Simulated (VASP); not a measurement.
# Hf (P6_3/mmc) in VASP: settings compared

The runs below take Hf through relaxation of cell and atoms, with PBE, LDA, r2SCAN, PBEsol.

Everything below comes from runs of VASP 6.6.1. Logs are shortened: lines on timing, memory, paths and dates and some standing lists are left out, and cuts for length are marked.

## Step 1: Starting point

It takes space group P6_3/mmc (No. 194, hexagonal). The conventional cell has a = 3.197 Å, b = 3.197 Å, c = 5.058 Å, α = 90.00°, β = 90.00°, γ = 120.00°. Around Hf (site symmetry -6m2) lie 12 Hf at 3.13 to 3.20 Å.

## Step 2: Relaxation of cell and atoms, PBE

INCAR

```
SYSTEM = Hf
ALGO = Normal ; EDIFF = 1E-6
EDIFFG = -0.01 ; ENCUT = 600
GGA = PE ; IBRION = 2
ISIF = 3 ; ISMEAR = -1
LASPH = .TRUE. ; LCHARG = .FALSE.
LREAL = .FALSE. ; LWAVE = .FALSE.
NELM = 80 ; NSW = 60
PREC = Accurate ; SIGMA = 0.05
```

KPOINTS

```
k-points
0
G
  19 19 11
  0 0 0
```

POSCAR

```
Hf
1.0
    3.1967000000      0.0000000000      0.0000000000
   -1.5983500000      2.7684234083      0.0000000000
    0.0000000000      0.0000000000      5.0578000000
Hf
2
Direct
    0.3333333333      0.6666666667      0.2500000000
    0.6666666667      0.3333333333      0.7500000000
```

Potentials or basis: VASP PAW PBE potentials, release 64 (Hf_pv).

The run is started by

```sh
$ cat potpaw_PBE.64/Hf_pv/POTCAR > POTCAR
$ mpirun -np 1 vasp_std > vasp.out
```

OUTCAR:

```text
SYSTEM = Hf
   EDIFF = 1E-6
   EDIFFG = -0.01
   ENCUT = 600
   GGA = PE
   IBRION = 2
   ISIF = 3
   ISMEAR = -1
   LASPH = .TRUE.
   LREAL = .FALSE.
   NELM = 80
   NSW = 60
   PREC = Accurate

 ion  position               nearest neighbor table
   1  0.333  0.667  0.250-   2 3.13   2 3.13   2 3.13   2 3.13   2 3.13   2 3.13
   2  0.667  0.333  0.750-   1 3.13   1 3.13   1 3.13   1 3.13   1 3.13   1 3.13

  LATTYP: Found a hexagonal cell.
 ALAT       =     3.1967000000
 C/A-ratio  =     1.5821941377

  Lattice vectors:

 A1 = (   3.1967000000,   0.0000000000,   0.0000000000)
 A2 = (  -1.5983500000,   2.7684234083,   0.0000000000)
 A3 = (   0.0000000000,   0.0000000000,   5.0578000000)

Analysis of symmetry for initial positions (statically):
=====================================================================
 Subroutine PRICEL returns:
 Original cell was already a primitive cell.

 Routine SETGRP: Setting up the symmetry group for a
 hexagonal supercell.

 Subroutine GETGRP returns: Found 24 space group operations
 (whereof 12 operations were pure point group operations)
 out of a pool of 24 trial point group operations.

The static configuration has the point symmetry D_3d.
 The point group associated with its full space group is D_6h.

Analysis of symmetry for dynamics (positions and initial velocities):
=====================================================================
 Subroutine PRICEL returns:
 Original cell was already a primitive cell.

 Routine SETGRP: Setting up the symmetry group for a
 hexagonal supercell.

 Subroutine GETGRP returns: Found 24 space group operations
 (whereof 12 operations were pure point group operations)
 out of a pool of 24 trial point group operations.

The dynamic configuration has the point symmetry D_3d.
 The point group associated with its full space group is D_6h.

 Subroutine INISYM returns: Found 24 space group operations
 (whereof 12 operations are pure point group operations),
 and found     1 'primitive' translations

----------------------------------------------------------------------------------------

                                     Primitive cell

  volume of cell :      44.7606

  direct lattice vectors                    reciprocal lattice vectors
     3.196700000  0.000000000  0.000000000     0.312822598  0.180608211  0.000000000
    -1.598350000  2.768423408  0.000000000     0.000000000  0.361216423  0.000000000
     0.000000000  0.000000000  5.057800000     0.000000000  0.000000000  0.197714421

  length of vectors
     3.196700000  3.196700000  5.057800000     0.361216423  0.361216423  0.197714421

  position of ions in fractional coordinates (direct lattice)
     0.333333333  0.666666667  0.250000000
     0.666666667  0.333333333  0.750000000
[... 105 lines left out ...]
   IVDW    =     0    specifies the selected vdW correction
   LEPSILON=     F    determine dielectric tensor
   LRPA    =     F    only Hartree local field effects (RPA)
 conjugate gradient relaxation of ions
 non-spin polarized calculation
  energy-cutoff  :      600.00
  volume of cell :       44.76
 maximum number of plane-waves:      1519
 NGX is ok and might be reduce to    28
   NGX = 13   NGY = 13   NGZ = 21

--------------------------------------- Ionic step        1  -------------------------------------------

 number of electron      20.0000001 magnetization

 Free energy of the ion-electron system (eV)
  ---------------------------------------------------
  ext. energy  EPLUGINS =         0.00000000
  ---------------------------------------------------
  free energy    TOTEN  =       -19.85674200 eV

  energy without entropy =      -19.84436759  energy(sigma->0) =      -19.85055479

------------------------ aborting loop because EDIFF is reached ----------------------------------------

  FORCE on cell =-STRESS in cart. coord.  units (eV):
  Direction    XX          YY          ZZ          XY          YZ          ZX
  --------------------------------------------------------------------------------------
  -------------------------------------------------------------------------------------
  Total        0.1060823      0.1060823      0.0607898      0.0000000      0.0000000     -0.0000000
  in kB        3.7971491      3.7971491      2.1759332      0.0000000      0.0000000     -0.0000000
  external PRESSURE =       3.2567438 kB  Pullay stress =       0.0000000 kB
[... 167 lines left out ...]
--------------------------------------- Ionic step        6  -------------------------------------------

 number of electron      20.0000001 magnetization

 Free energy of the ion-electron system (eV)
  ---------------------------------------------------
  ext. energy  EPLUGINS =         0.00000000
  ---------------------------------------------------
  free energy    TOTEN  =       -19.85688926 eV

  energy without entropy =      -19.84451200  energy(sigma->0) =      -19.85070063

 E-fermi :   4.8971     XC(G=0): -11.2682

 val. band max:        4.8936877694   @ k =   0.1053   0.1053   0.2727
 cond. band min:       4.9112456227   @ k =   0.1053   0.1053   0.3636
 fundamental gap:      0.0175578533
 Fermi energy:         4.8970569725

 k-point     1 :       0.0000    0.0000    0.0000
  band No.  band energies     occupation
      1     -26.1832      2.00000
      2     -25.4473      2.00000
      3     -25.4473      2.00000
      4     -25.3252      2.00000
      5     -25.3205      2.00000
      6     -25.3205      2.00000
      7      -2.4743      2.00000
      8       1.1981      2.00000
      9       5.5292      0.00001
     10       6.0746      0.00000
     11       6.0746      0.00000
     12       6.3557      0.00000
     13       6.8933      0.00000
     14       6.8933      0.00000
[... 377 lines left out ...]
      1     -25.9068      2.00000
      2     -25.8929      2.00000
      3     -25.7886      2.00000
      4     -25.6120      2.00000
      5     -25.4901      2.00000
      6     -25.4299      2.00000
      7       0.8746      2.00000
      8       2.7540      2.00000
      9       3.0258      2.00000
     10       3.9864      2.00000
     11       5.5446      0.00000
     12       6.0074      0.00000
     13       6.0869      0.00000
     14       9.0209      0.00000

 [... further k-points ...]

------------------------ aborting loop because EDIFF is reached ----------------------------------------

  FORCE on cell =-STRESS in cart. coord.  units (eV):
  Direction    XX          YY          ZZ          XY          YZ          ZX
  --------------------------------------------------------------------------------------
  -------------------------------------------------------------------------------------
  Total        0.0130998      0.0130998     -0.0187075      0.0000000      0.0000000      0.0000000
  in kB        0.4675324      0.4675324     -0.6676692      0.0000000      0.0000000      0.0000000
  external PRESSURE =       0.0891318 kB  Pullay stress =       0.0000000 kB
[... 17 lines left out ...]
  FREE ENERGIE OF THE ION-ELECTRON SYSTEM (eV)
  ---------------------------------------------------
  free  energy   TOTEN  =       -19.8568892592 eV

  energy  without entropy=      -19.8445120000  energy(sigma->0) =      -19.85070063

 reached required accuracy - stopping structural energy minimisation
```

OSZICAR:

```text
N       E                     dE             d eps       ncg     rms          rms(c)
DAV:   1     0.514746198899E+02    0.51475E+02   -0.12670E+04  6728   0.152E+03
DAV:   2    -0.183829538543E+02   -0.69858E+02   -0.68731E+02  8346   0.287E+02
DAV:   3    -0.205507160740E+02   -0.21678E+01   -0.21039E+01  9110   0.322E+01
[... 38 lines left out ...]
DAV:   2    -0.198569338804E+02    0.12706E-03   -0.25728E-04  6882   0.134E-01    0.416E-02
DAV:   3    -0.198568958905E+02    0.37990E-04   -0.71752E-05  7146   0.644E-02    0.188E-02
DAV:   4    -0.198568904497E+02    0.54409E-05   -0.12003E-05  8262   0.272E-02    0.148E-02
DAV:   5    -0.198568893127E+02    0.11369E-05   -0.77257E-07  3914   0.608E-03    0.242E-03
DAV:   6    -0.198568892592E+02    0.53541E-07   -0.16582E-07  3684   0.314E-03
   6 F= -.19856889E+02 E0= -.19850701E+02  d E =-.147263E-03
```

CONTCAR:

```text
Hf
   1.00000000000000
     3.2003293666342505    0.0000000000000000   -0.0000000000000000
    -1.6001646833171252    2.7715665320049845    0.0000000000000000
     0.0000000000000000    0.0000000000000000    5.0610906259863002
  Hf
     2
Direct
     0.3333333332999970    0.6666666667000030    0.2500000000000000
     0.6666666667000030    0.3333333332999970    0.7500000000000000

  0.00000000E+00  0.00000000E+00  0.00000000E+00
  0.00000000E+00  0.00000000E+00  0.00000000E+00
```

Run time: 2.8 min. Hardware: 1 thread of Intel Xeon 6975P-C (Granite Rapids), shared host; peak memory 0.31 GiB.

Results:

```yaml
Free_energy: -19.8569 eV
Relaxed_volume: 22.45 Å³/atom
Relaxed_cell: a = 3.200 Å, b = 3.200 Å, c = 5.061 Å, α = 90.00°, β = 90.00°, γ = 120.00°
Space_group_after_relaxing_to_0.05_Å: P6_3/mmc (No. 194)
Energy_gained_by_relaxing: 0.1 meV/atom
Ionic_steps: 6
Pressure_after_relaxing: 0.0 GPa
Band_gap_on_the_k_mesh: none (metal or under the smearing width)
```

Step by step:
```tsv
step	energy change (eV)	largest force (eV/Å)	pressure (GPa)	volume (Å³)
1	0.0000	0.0000	0.33	44.76
2	0.0000	0.0000	-0.38	45.06
3	-0.0001	0.0000	-0.02	44.90
4	-0.0001	0.0000	-0.02	44.90
5	-0.0001	0.0000	0.16	44.83
6	-0.0001	0.0000	0.01	44.89
```

Final structure:
```
Hf
1.0
     3.20033    0.00000    0.00000
    -1.60016    2.77157    0.00000
     0.00000    0.00000    5.06109
Hf
2
Direct
  0.33333 0.66667 0.25000
  0.66667 0.33333 0.75000
```

## Step 3: Relaxation of cell and atoms, LDA

INCAR

```
SYSTEM = Hf
ALGO = Normal
EDIFF = 1E-6
EDIFFG = -0.02
ENCUT = 600
GGA = CA
IBRION = 2
ISIF = 3
ISMEAR = -1
LASPH = .TRUE.
LCHARG = .FALSE.
LREAL = .FALSE.
LWAVE = .FALSE.
NELM = 80
NSW = 60
PREC = Accurate
SIGMA = 0.05
```

KPOINTS is that of step 2.

POSCAR is that of step 2.

Potentials or basis: VASP PAW LDA potentials, release 64 (Hf_pv).

The run is started by

```sh
$ cat potpaw_LDA.64/Hf_pv/POTCAR > POTCAR
$ mpirun -np 1 vasp_std > vasp.out
```

It took 3.8 min on 1 thread of Intel Xeon 6975P-C (Granite Rapids), shared host; peak memory 0.3 GiB.

The run converged. Its results:

| Item | Value |
| --- | --- |
| Free energy | -21.3968 eV |
| Relaxed volume | 20.86 Å³/atom |
| Relaxed cell | a = 3.122 Å, b = 3.122 Å, c = 4.942 Å, α = 90.00°, β = 90.00°, γ = 120.00° |
| Space group after relaxing (to 0.05 Å) | P6_3/mmc (No. 194) |
| Energy gained by relaxing | 38.6 meV/atom |
| Ionic steps | 7 |
| Pressure after relaxing | -0.1 GPa |
| Band gap on the k mesh | none (metal or under the smearing width) |

Stress tensor (GPa, compression positive):
```
-0.14  0.00  0.00
 0.00 -0.14  0.00
 0.00  0.00  0.03
```

The path:
```csv
step,energy change (eV),largest force (eV/Å),pressure (GPa),volume (Å³)
1,0.0000,0.0000,-7.63,44.76
2,0.0477,0.0000,12.24,38.20
3,-0.0770,0.0000,-0.18,41.74
4,-0.0770,0.0000,-0.01,41.69
5,-0.0770,0.0000,0.17,41.63
6,-0.0771,0.0000,-0.17,41.74
7,-0.0771,0.0000,-0.08,41.71
```

Final structure:
```
CELL_PARAMETERS angstrom
3.12167 0.00000 0.00000
-1.56084 2.70345 0.00000
0.00000 0.00000 4.94240
ATOMIC_POSITIONS crystal
Hf 0.33333 0.66667 0.25000
Hf 0.66667 0.33333 0.75000
```

Levels at points of the mesh, in eV from the Fermi level:
```csv
k point,band 6,band 7,band 8,band 9,band 10,band 11,band 12,band 13,band 14
"(0.00, 0.00, 0.00)",-29.81,-7.56,-3.94,1.05,1.11,1.11,1.41,2.00,2.00
```

[end of part 1 of 2]
